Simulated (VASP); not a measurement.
# Si (P6_3/mmc) in VASP: further runs

The runs below take Si through single point, with LDA.

All numbers are computed with VASP 6.6.1; they aren't measurements. Logs are shortened: lines on timing, memory, paths and dates and some standing lists are left out, and cuts for length are marked.

**1. Starting point**

Symmetry: P6_3/mmc, No. 194, hexagonal system. Conventional cell: a = 2.666 Å, b = 2.666 Å, c = 4.506 Å, α = 90.00°, β = 90.00°, γ = 120.00°. Around Si (site symmetry -6m2) lie 12 Si at 2.67 to 2.73 Å.

This isn't the form of Si at room conditions, which is diamond.

**2. Single point, LDA**

The input, INCAR:

```
ALGO = Fast
EDIFF = 1E-6
ENCUT = 520
GGA = CA
ISIF = 2
ISMEAR = 0
LASPH = True
LCHARG = False
LREAL = False
LWAVE = False
NBANDS = 11
NELM = 100
PREC = Accurate
SIGMA = 0.15
```

The input, KPOINTS:

```
k-points
0
Gamma
  24 24 12
```

The input, POSCAR:

```
Si
1.0
    2.6655775094      0.0000000000      0.0000000000
   -1.3327887547      2.3084578389      0.0000000000
    0.0000000000      0.0000000000      4.5062692700
Si
2
Direct
    0.3333333333      0.6666666667      0.2500000000
    0.6666666667      0.3333333333      0.7500000000
```

Potentials or basis: VASP PAW LDA potentials, release 64 (Si).

The run is started by

```console
> cat potpaw_LDA.64/Si/POTCAR > POTCAR
> mpirun -np 1 vasp_std > vasp.out
```

OUTCAR:

```text
EDIFF = 1E-6
   ENCUT = 520
   GGA = CA
   ISIF = 2
   ISMEAR = 0
   LASPH = True
   LREAL = False
   NELM = 100
   PREC = Accurate

 ion  position               nearest neighbor table
   1  0.333  0.667  0.250-   2 2.73   2 2.73   2 2.73   2 2.73   2 2.73   2 2.73
   2  0.667  0.333  0.750-   1 2.73   1 2.73   1 2.73   1 2.73   1 2.73   1 2.73

  LATTYP: Found a hexagonal cell.
 ALAT       =     2.6655775094
 C/A-ratio  =     1.6905414508

  Lattice vectors:

 A1 = (   2.6655775094,   0.0000000000,   0.0000000000)
 A2 = (  -1.3327887547,   2.3084578389,   0.0000000000)
 A3 = (   0.0000000000,   0.0000000000,   4.5062692700)

Analysis of symmetry for initial positions (statically):
=====================================================================
 Subroutine PRICEL returns:
 Original cell was already a primitive cell.

 Routine SETGRP: Setting up the symmetry group for a
 hexagonal supercell.

 Subroutine GETGRP returns: Found 24 space group operations
 (whereof 12 operations were pure point group operations)
 out of a pool of 24 trial point group operations.

The static configuration has the point symmetry D_3d.
 The point group associated with its full space group is D_6h.

Analysis of symmetry for dynamics (positions and initial velocities):
=====================================================================
 Subroutine PRICEL returns:
 Original cell was already a primitive cell.

 Routine SETGRP: Setting up the symmetry group for a
 hexagonal supercell.

 Subroutine GETGRP returns: Found 24 space group operations
 (whereof 12 operations were pure point group operations)
 out of a pool of 24 trial point group operations.

The dynamic configuration has the point symmetry D_3d.
 The point group associated with its full space group is D_6h.

 Subroutine INISYM returns: Found 24 space group operations
 (whereof 12 operations are pure point group operations),
 and found     1 'primitive' translations

----------------------------------------------------------------------------------------

                                     Primitive cell

  volume of cell :      27.7288

  direct lattice vectors                    reciprocal lattice vectors
     2.665577509  0.000000000  0.000000000     0.375153225  0.216594816  0.000000000
    -1.332788755  2.308457839  0.000000000     0.000000000  0.433189631  0.000000000
     0.000000000  0.000000000  4.506269270     0.000000000  0.000000000  0.221913059

  length of vectors
     2.665577509  2.665577509  4.506269270     0.433189631  0.433189631  0.221913059

  position of ions in fractional coordinates (direct lattice)
     0.333333333  0.666666667  0.250000000
     0.666666667  0.333333333  0.750000000

  ion indices of the primitive-cell ions
   primitive index   ion index
                 1           1
                 2           2

----------------------------------------------------------------------------------------

 KPOINTS: k-points

Automatic generation of k-mesh.
 Grid dimensions read from file:
 generate k-points for:   24   24   12

 Generating k-lattice:

  Cartesian coordinates                     Fractional coordinates (reciprocal lattice)
     0.015631384  0.009024784  0.000000000     0.041666667  0.000000000  0.000000000
     0.000000000  0.018049568  0.000000000     0.000000000  0.041666667  0.000000000
     0.000000000  0.000000000  0.018492755     0.000000000  0.000000000  0.083333333

  Length of vectors
     0.018049568  0.018049568  0.018492755

  Shift w.r.t. Gamma in fractional coordinates (k-lattice)
     0.000000000  0.000000000  0.000000000

 Subroutine IBZKPT returns following result:
 ===========================================

 Found    427 irreducible k-points:

 Following reciprocal coordinates:
            Coordinates               Weight
  0.000000  0.000000  0.000000      1.000000
  0.041667  0.000000  0.000000      6.000000
  0.083333  0.000000  0.000000      6.000000
  0.125000  0.000000  0.000000      6.000000
  0.166667  0.000000  0.000000      6.000000
  0.208333 -0.000000  0.000000      6.000000
[... 16 lines left out ...]
  0.416667  0.041667  0.000000     12.000000
  0.458333  0.041667  0.000000     12.000000
 [... further k-points ...]
   k-points           NKPTS =    427   k-points in BZ     NKDIM =    427   number of bands    NBANDS=     11
   number of dos      NEDOS =    301   number of ions     NIONS =      2
   total plane-waves  NPLWV =  14400
   dimension x,y,z NGX =    20 NGY =   20 NGZ =   36
   dimension x,y,z NGXF=    40 NGYF=   40 NGZF=   72
   ions per type =               2
   NGX,Y,Z   is equivalent  to a cutoff of  12.47, 12.47, 13.28 a.u.
   NGXF,Y,Z  is equivalent  to a cutoff of  24.95, 24.95, 26.56 a.u.
 SYSTEM =  unknown system
   PREC   = accura    normal or accurate (medium, high low for compatibility)
   ISTART =      0    job   : 0-new  1-cont  2-samecut
   ICHARG =      2    charge: 1-file 2-atom 10-const
   ISPIN  =      1    spin polarized calculation?
   LNONCOLLINEAR =      F non collinear calculations
   LSORBIT =      F    spin-orbit coupling
   LASPH  =      T    aspherical Exc in radial PAW
   ENCUT  =  520.0 eV  38.22 Ry    6.18 a.u.   4.96  4.96  8.38*2*pi/ulx,y,z
   NELM   =    100;   NELMIN=  2; NELMDL= -5     # of ELM steps
   EDIFF  = 0.1E-05   stopping-criterion for ELM
   LREAL  =      F    real-space projection
   EDIFFG = 0.1E-04   stopping-criterion for IOM
   NSW    =      0    number of steps for IOM
   IBRION =     -1    ionic relax: 0-MD 1-quasi-New 2-CG
   NFREE  =      0    steps in history (QN), initial steepest desc. (CG)
   ISIF   =      2    stress and relaxation
   ISYM   =      2    0-nonsym 1-usesym 2-fastsym
   POTIM  = 0.5000    time-step for ionic-motion
   TEBEG  =    0.0;   TEEND  =   0.0 temperature during run
   PSTRESS=    0.0 pullay stress
   NELECT =       8.0000    total number of electrons
   NUPDOWN=      -1.0000    fix difference up-down
   EMIN   =  10.00;   EMAX   =-10.00  energy-range for DOS
   EFERMI =   0.00;   METHOD = LEGACY
   ISMEAR =     0;   SIGMA  =   0.15  broadening in eV -4-tet -1-fermi 0-gaus
   EFERMI_NEDOS =   21; number of points for ismear=-14 and -15
   IALGO  =     68    algorithm
   IMIX   =      4    mixing-type and parameters
     AMIX     =   0.40;   BMIX     =  1.00
     AMIX_MAG =   1.60;   BMIX_MAG =  1.00
  volume/ion in A,a.u.               =      13.86        93.56
  Fermi-wavevector in a.u.,A,eV,Ry     =   1.081753  2.044216 15.921389  1.170189
  Thomas-Fermi vector in A             =   2.217777
   LORBIT       =      0    0 simple, 1 ext, 2 COOP (PROOUT), +10 PAW based schemes
   GGA     = CA    functional components
   LHFCALC =     F    Hartree Fock is set to
   AEXX    =    0.0000 exact exchange contribution
   IVDW    =     0    specifies the selected vdW correction
   LEPSILON=     F    determine dielectric tensor
   LRPA    =     F    only Hartree local field effects (RPA)
 non-spin polarized calculation
 RMM-DIIS sequential band-by-band and
 Gauss-broadening in eV      SIGMA  =   0.15
  energy-cutoff  :      520.00
  volume of cell :       27.73
 maximum number of plane-waves:       771
 NGX is ok and might be reduce to    20
   NGX =  9   NGY =  9   NGZ = 17

 number of electron       8.0000001 magnetization

 Free energy of the ion-electron system (eV)
  ---------------------------------------------------
  ext. energy  EPLUGINS =         0.00000000
  ---------------------------------------------------
  free energy    TOTEN  =       -11.08790607 eV

  energy without entropy =      -11.07941500  energy(sigma->0) =      -11.08366054

 E-fermi :  10.7159     XC(G=0): -11.4372

 val. band max:       10.7118777290   @ k =   0.3750   0.1667   0.0000
 cond. band min:      10.7241523136   @ k =   0.2500   0.0000   0.0833
 fundamental gap:      0.0122745845
 Fermi energy:        10.7158933615

 k-point     1 :       0.0000    0.0000    0.0000
  band No.  band energies     occupation
      1      -4.0910      2.00000
      2       2.4928      2.00000
      3       3.3813      2.00000
      4      19.6577      0.00000
      5      19.6577      0.00000
      6      20.9699      0.00000
      7      20.9699      0.00000
      8      21.4355      0.00000
      9      21.7680      0.00000
     10      24.1322      0.00000
     11      24.7766      0.00000

 k-point     2 :       0.0417    0.0000    0.0000
  band No.  band energies     occupation
      1      -4.0438      2.00000
      2       2.5394      2.00000
      3       3.4259      2.00000
      4      18.8197      0.00000
      5      19.1930      0.00000
      6      20.7596      0.00000
      7      21.4208      0.00000
      8      21.4676      0.00000
      9      22.2478      0.00000
     10      23.9218      0.00000
     11      24.2930      0.00000

 k-point     3 :       0.0833    0.0000    0.0000
  band No.  band energies     occupation
      1      -3.9021      2.00000
      2       2.6789      2.00000
      3       3.5596      2.00000
      4      17.2797      0.00000
      5      18.4388      0.00000
      6      20.2935      0.00000
      7      21.3398      0.00000
      8      22.1847      0.00000
      9      22.5483      0.00000
     10      22.8790      0.00000
     11      23.8401      0.00000
[... 267 lines left out ...]
 k-point    23 :       0.4167    0.0417    0.0000
  band No.  band energies     occupation
      1       1.0691      2.00000
      2       4.4030      2.00000
      3       7.5562      2.00000
      4       8.2033      2.00000
      5      10.7344      0.86167
      6      11.7610      0.00000
      7      13.7545      0.00000
      8      17.5534      0.00000
      9      19.1231      0.00000
     10      21.2391      0.00000
     11      23.4583      0.00000

 k-point    24 :       0.4583    0.0417    0.0000
  band No.  band energies     occupation
      1       2.0337      2.00000
      2       3.2718      2.00000
      3       8.4981      2.00000
      4       8.9482      2.00000
      5       9.6346      2.00000
      6      10.8484      0.21159
      7      13.6705      0.00000
      8      17.4699      0.00000
      9      19.0487      0.00000
     10      21.1537      0.00000
     11      23.4051      0.00000

 [... further k-points ...]

------------------------ aborting loop because EDIFF is reached ----------------------------------------

  FORCE on cell =-STRESS in cart. coord.  units (eV):
  Direction    XX          YY          ZZ          XY          YZ          ZX
  --------------------------------------------------------------------------------------
  -------------------------------------------------------------------------------------
  Total       -0.1282293     -0.1282293      0.0898625     -0.0000000      0.0000000      0.0000000
  in kB       -7.4091327     -7.4091327      5.1922871     -0.0000000      0.0000000      0.0000000
  external PRESSURE =      -3.2086594 kB  Pullay stress =       0.0000000 kB

 VOLUME and BASIS-vectors are now :
 -----------------------------------------------------------------------------
  energy-cutoff  :      520.00
  volume of cell :       27.73
      direct lattice vectors                 reciprocal lattice vectors
     2.665577509  0.000000000  0.000000000     0.375153225  0.216594816  0.000000000
    -1.332788755  2.308457839  0.000000000     0.000000000  0.433189631  0.000000000
     0.000000000  0.000000000  4.506269270     0.000000000  0.000000000  0.221913059

 POSITION                                       TOTAL-FORCE (eV/Angst)
 -----------------------------------------------------------------------------------
     -0.00000      1.53897      1.12657        -0.000000      0.000000      0.000000
      1.33279      0.76949      3.37970         0.000000     -0.000000      0.000000
 -----------------------------------------------------------------------------------
    total drift:                               -0.000000      0.000000     -0.000000

  FREE ENERGIE OF THE ION-ELECTRON SYSTEM (eV)
  ---------------------------------------------------
  free  energy   TOTEN  =       -11.0879060737 eV

  energy  without entropy=      -11.0794150019  energy(sigma->0) =      -11.08366054
```

Wall time 34 s (1 thread of Intel Xeon 6975P-C (Granite Rapids), shared host); peak memory 0.2 GiB.

What came out:

```yaml
Free_energy: -11.0879 eV
Pressure: -0.3 GPa
Band_gap_on_the_k_mesh: none (metal or under the smearing width)
```

Stress tensor (GPa, compression positive):
```
-0.74  0.00  0.00
 0.00 -0.74  0.00
 0.00  0.00  0.52
```

**3. Single point, LDA**

The input, INCAR:

```
SYSTEM = Si
PREC = Accurate
ENCUT = 520
EDIFF = 1E-7
ISMEAR = 0
SIGMA = 0.15
LREAL = .FALSE.
LASPH = .TRUE.
NELM = 100
ALGO = Normal
ISIF = 2
LWAVE = .FALSE.
LCHARG = .FALSE.
GGA = CA
NBANDS = 11
```

The input, KPOINTS:

```
Automatic mesh
0
G
  21 21 10
  0 0 0
```

POSCAR is that of step 2.

Potentials or basis: VASP PAW LDA potentials, release 64 (Si).

The run is started by

```console
> cat potpaw_LDA.64/Si/POTCAR > POTCAR
> mpirun -np 1 vasp_std > vasp.out
```

Wall time 23 s (1 thread of Intel Xeon 6975P-C (Granite Rapids), shared host); peak memory 0.18 GiB.

Results (log left out):

```yaml
Free_energy: -11.0856 eV
Pressure: -0.4 GPa
Band_gap_on_the_k_mesh: none (metal or under the smearing width)
```

Stress tensor (GPa, compression positive):
```
-0.60  0.00  0.00
 0.00 -0.60  0.00
 0.00  0.00  0.02
```

Levels at points of the mesh, in eV from the Fermi level:
```tsv
k point	band 2	band 3	band 4	band 5	band 6	band 7
(0.00, 0.00, 0.00)	-8.21	-7.32	8.95	8.95	10.26	10.26
(0.00, 0.00, 0.50)	-13.02	0.65	0.65	10.29	10.29	10.29
```
